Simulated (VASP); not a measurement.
The input files of a VASP run:

**INCAR**
```
SYSTEM = AlSb
PREC = Accurate
ENCUT = 400
EDIFF = 1E-6
NELM = 100
ALGO = Normal
LREAL = .FALSE.
LASPH = .TRUE.
ISMEAR = 0
SIGMA = 0.05
GGA = PE
LMAXMIX = 4
LWAVE = .FALSE.
LCHARG = .FALSE.
ISIF = 3
IBRION = 3
NSW = 40
EDIFFG = -0.01
POTIM = 5.0
```

**KPOINTS**
```
Automatic mesh
0
Gamma
6 6 6
0 0 0
```

### POSCAR
```
AlSb
1
    0.0000000000     3.1314000000     3.1314000000
    3.1314000000     0.0000000000     3.1314000000
    3.1314000000     3.1314000000     0.0000000000
Al Sb
1 1
Direct
 -0.0111771093   0.0111771093   0.0271444083
  0.2500000000   0.2500000000   0.2500000000
```

POTCAR, in this order: Al Sb (PBE.64 set). Program: vasp_std.

The resulting files:

**standard output**
```
 POSCAR found type information on POSCAR AlSb
 POSCAR found :  2 types and       2 ions
 Reading from existing POTCAR
 Reading from existing POTCAR
 LDA part: xc-table for (Slater+PW92), standard interpolation
 POSCAR, INCAR and KPOINTS ok, starting setup
 WAVECAR not read
 entering main loop
       N       E                     dE             d eps       ncg     rms          rms(c)
DAV:   1     0.129983888942E+02    0.12998E+02   -0.23838E+03  1800   0.566E+02
DAV:   2    -0.774763383689E+01   -0.20746E+02   -0.20302E+02  2320   0.797E+01
DAV:   3    -0.821194734344E+01   -0.46431E+00   -0.46431E+00  2344   0.152E+01
DAV:   4    -0.821483707295E+01   -0.28897E-02   -0.28897E-02  2712   0.143E+00
DAV:   5    -0.821484923214E+01   -0.12159E-04   -0.12159E-04  2408   0.731E-02    0.327E+00
DAV:   6    -0.815277169936E+01    0.62078E-01   -0.99807E-02  1904   0.148E+00    0.201E+00
DAV:   7    -0.813496511632E+01    0.17807E-01   -0.85833E-02  2048   0.155E+00    0.428E-01
DAV:   8    -0.813576016409E+01   -0.79505E-03   -0.71379E-03  1840   0.481E-01    0.968E-02
DAV:   9    -0.813609154155E+01   -0.33138E-03   -0.52681E-04  2400   0.156E-01    0.268E-02
DAV:  10    -0.813613726503E+01   -0.45723E-04   -0.39233E-05  2472   0.376E-02    0.132E-02
DAV:  11    -0.813616773790E+01   -0.30473E-04   -0.55142E-05  1952   0.486E-02    0.479E-03
DAV:  12    -0.813616825335E+01   -0.51544E-06   -0.66248E-07  2576   0.588E-03
   1 F= -.81361683E+01 E0= -.81361683E+01  d E =-.813617E+01
quench:  g(F)=  0.878E+00 g(S)=  0.355E+00 dE (1.order)=-0.247E+01
 bond charge predicted
       N       E                     dE             d eps       ncg     rms          rms(c)
DAV:   1     0.289947687095E+02    0.37131E+02   -0.71320E+02  2008   0.162E+02    0.218E+01
DAV:   2     0.326692754137E+02    0.36745E+01   -0.29052E+01  2744   0.442E+01    0.117E+01
DAV:   3     0.342736898815E+02    0.16044E+01   -0.52955E+00  2624   0.128E+01    0.658E+00
DAV:   4     0.342382878620E+02   -0.35402E-01   -0.71684E-01  2544   0.567E+00    0.243E+00
DAV:   5     0.341857960417E+02   -0.52492E-01   -0.10062E-01  2384   0.232E+00    0.792E-01
DAV:   6     0.341757620626E+02   -0.10034E-01   -0.14745E-02  2880   0.842E-01    0.348E-01
DAV:   7     0.341744471751E+02   -0.13149E-02   -0.16286E-03  2496   0.303E-01    0.555E-02
DAV:   8     0.341744406840E+02   -0.64912E-05   -0.18590E-04  2720   0.814E-02    0.262E-02
DAV:   9     0.341744335388E+02   -0.71452E-05   -0.16821E-05  2608   0.301E-02    0.127E-02
DAV:  10     0.341744332484E+02   -0.29040E-06   -0.72209E-06  2448   0.169E-02
   2 F= 0.34174433E+02 E0= 0.34174706E+02  d E =0.423106E+02
quench:  g(F)=  0.495E+04 g(S)=  0.527E+04 dE (1.order)=-0.205E+05
 bond charge predicted
       N       E                     dE             d eps       ncg     rms          rms(c)

 -----------------------------------------------------------------------------
|                     _     ____    _    _    _____     _                     |
|                    | |   |  _ \  | |  | |  / ____|   | |                    |
|                    | |   | |_) | | |  | | | |  __    | |                    |
|                    |_|   |  _ <  | |  | | | | |_ |   |_|                    |
|                     _    | |_) | | |__| | | |__| |    _                     |
|                    (_)   |____/   \____/   \_____|   (_)                    |
|                                                                             |
|                                                                             |
|     internal ERROR SETYLM_AUG: 1 -29 39 39 0 1 -30                          |
|                                                                             |
|     If you are not a developer, you should not encounter this problem.      |
|     Please submit a bug report.                                             |
|                                                                             |
 -----------------------------------------------------------------------------
```

### Question
Read input and log: which fault does this run have?
A) MAGMOM holds more values than there are atoms
B) the lattice vectors form a left-handed set
C) NSW is too small for the relaxation to finish
D) POTIM is too large for the ionic optimiser

### Answer
D, POTIM is too large for the ionic optimiser. VASP stops with an error: internal ERROR SETYLM_AUG: 1 -29 39 39 0 1 -30 If you are not a developer, you should not encounter this problem. Please submit a bug report.

To mend it, set IBRION = 2, remove POTIM.

The mended run (PBE GGA, plane waves, VASP's PBE PAW potentials (set 64)) converges, and its OSZICAR ends with
```
   9 F= -.81998748E+01 E0= -.81998748E+01  d E =-.696773E-04
```

The compound is AlSb in the zinc blende structure. In the starting cell atoms are displaced from their ideal sites.
